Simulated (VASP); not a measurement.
AlO:

```
CELL_PARAMETERS angstrom
2.76919 0.00000 0.00000
0.00000 2.76919 0.00000
0.00000 0.00000 2.76919
ATOMIC_POSITIONS crystal
Al 0.50000 0.50000 0.50000
O 0.00000 0.00000 0.00000
```

The cell was built by a generator and needn't be a form met in nature.

- Program: VASP 6.6.1
- Task: relaxation of cell and atoms
- Functional: r2SCAN
- Dispersion: rVV10
- Potentials or basis: VASP PAW PBE potentials, release 64 (Al, O)
- Cutoff: 600 eV
- k mesh: 10 × 10 × 10
- Occupations: gaussian, width 0.05 eV
- Spin: no spin polarisation

At the start: pressure -5.3 GPa; volume 10.62 Å³/atom.

Task: Where does the relaxation end?

Result: Over 4 steps the energy falls by 7.0 meV/atom and the volume is 10.19 Å³/atom (-4.0 %); space group Pm-3m (No. 221, to 0.05 Å).

The path:
```tsv
step	energy change (eV)	largest force (eV/Å)	pressure (GPa)	volume (Å³)
1	0.0000	0.0000	-5.28	21.24
2	-0.0129	0.0000	1.65	20.18
3	-0.0140	0.0000	-0.09	20.41
4	-0.0140	0.0000	0.08	20.39
```

Final structure:
```xyz
2
Lattice="2.7319 0.0000 0.0000 0.0000 2.7319 0.0000 0.0000 0.0000 2.7319" Properties=species:S:1:pos:R:3 pbc="T T T"
Al    1.3660    1.3660    1.3660
O     0.0000    0.0000    0.0000
```

Caveat: the PAW data sets were made with another functional, which shifts forces and pressure a little; an odd number of electrons without spin polarisation forces a metal; a magnetic or distorted state may lie lower.
